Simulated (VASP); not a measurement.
Input of a VASP 6.6.1 run:

Contents of INCAR:

```
ALGO = Fast
EDIFF = 1E-6
ENCUT = 520
GGA = PS
ISIF = 2
ISMEAR = 0
LASPH = True
LCHARG = True
LELF = True
LREAL = False
LVHAR = True
LWAVE = False
NBANDS = 12
NELM = 80
PREC = Accurate
SIGMA = 0.1
```

Contents of KPOINTS:

```
k-points
0
Gamma
  16 16 16
```

File POSCAR:

```
Tl
1.0
   -1.7851985847      1.7851985847      1.7851985847
    1.7851985847     -1.7851985847      1.7851985847
    1.7851985847      1.7851985847     -1.7851985847
Tl
1
Direct
    0.0000000000      0.0000000000      0.0000000000
```

Potentials or basis: VASP PAW PBE potentials, release 64 (Tl_d).

The run is started by

```sh
$ cat potpaw_PBE.64/Tl_d/POTCAR > POTCAR
$ mpirun -np 1 vasp_std > vasp.out
```

(1) Predict the band gap on the k mesh.

(2) Estimate the pressure.

## Answers

(1) none (metal or under the smearing width).

(2) 15.4 GPa.

Caveat: so large a pressure means that the cell lies far from this level's equilibrium, or that cutoff or potentials fall short; the potentials were made for another functional, which shifts forces and pressure.
